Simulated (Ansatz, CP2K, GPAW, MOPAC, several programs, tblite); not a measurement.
**PbSe: cheap methods against density-functional theory**

Aim: run PbSe through methods of unlike cost and see what each gets, and at what price.

Program: MOPAC, tblite, CP2K, GPAW, Ansatz (versions at each run). Level of theory: no spin polarisation, static lattice; gaps from single points on the cell relaxed beforehand with r²SCAN. These are calculated values, not measurements.

## Step 1: The structure to begin with

The structure is hexagonal, space group P6_3/mmc (No. 194). Conventional cell: a = 4.274 Å, b = 4.274 Å, c = 7.555 Å, α = 90.00°, β = 90.00°, γ = 120.00°. Pb (site symmetry -3m) has 6 Se at 3.11 Å as nearest neighbours. Se (site symmetry -6m2) has 6 Pb at 3.11 Å as nearest neighbours.

Coordinates:

```cif
data_structure
_symmetry_space_group_name_H-M 'P6_3/mmc'
_symmetry_Int_Tables_number 194
_cell_length_a 4.2735
_cell_length_b 4.2735
_cell_length_c 7.5550
_cell_angle_alpha 90.000
_cell_angle_beta 90.000
_cell_angle_gamma 120.000
_cell_volume 119.49
loop_
_atom_site_label
_atom_site_type_symbol
_atom_site_symmetry_multiplicity
_atom_site_Wyckoff_symbol
_atom_site_fract_x
_atom_site_fract_y
_atom_site_fract_z
_atom_site_occupancy
Pb1 Pb 2 a 0.00000 0.00000 0.00000 1
Se1 Se 2 c 0.33333 0.66667 0.25000 1
```

The structure type (NiAs) is imposed and need not be the compound's stable one.

**Question.** The methods are PM6, PM7, GFN1-xTB (tblite), GFN2-xTB (tblite), PBE/DZVP, PBE/single-zeta, PBE/SZV, coarse PBE, PBE, r2SCAN. What gap does r2SCAN give on this cell, and which other methods (full PBE left aside) come nearest to r2SCAN and farthest in gap, volume and bulk modulus?

| quantity | value |
| --- | --- |
| r2SCAN | gap 0.11 eV, 29.87 Å³/atom, B₀ 50 GPa |
| gap: nearest and farthest of the other methods | PBE/single-zeta, PBE/SZV, coarse PBE (about 0.06 eV off); PM7 (+3.43 eV) |
| volume: nearest and farthest of the other methods | PBE/DZVP (+1.8 %), GFN1-xTB (tblite) (-12.0 %) |
| bulk modulus: nearest and farthest of the other methods | PBE/SZV (+0 %), PM7 (+156 %) |

What this shows: For the gap (full PBE left aside), PBE/single-zeta, PBE/SZV, coarse PBE tie for nearest to r2SCAN; PM7 is farthest. Among the 5 methods compared for the volume (full PBE left aside), PBE/DZVP is nearest to r2SCAN and GFN1-xTB (tblite) farthest. For the bulk modulus, of the 5 methods compared (full PBE left aside), PBE/SZV comes nearest to r2SCAN and PM7 is farthest. A minimal basis or a coarse cutoff and mesh shifts results by its own error, so closeness to r2SCAN can be chance. Cluster runs see only the k-points that fold onto the zone centre, so their gaps can miss the band edges. PM6 ended in an unphysical state and is left out of the comparison. No volume is given for PBE/single-zeta, coarse PBE, which can hide a larger miss. CPU times run from 2.4 s (GFN1-xTB (tblite)) to 40 s (r2SCAN). r2SCAN is a yardstick, not the truth: it usually gives gaps below the measured ones. Spin-orbit coupling is left out throughout, and with elements this heavy it can close so small a gap.
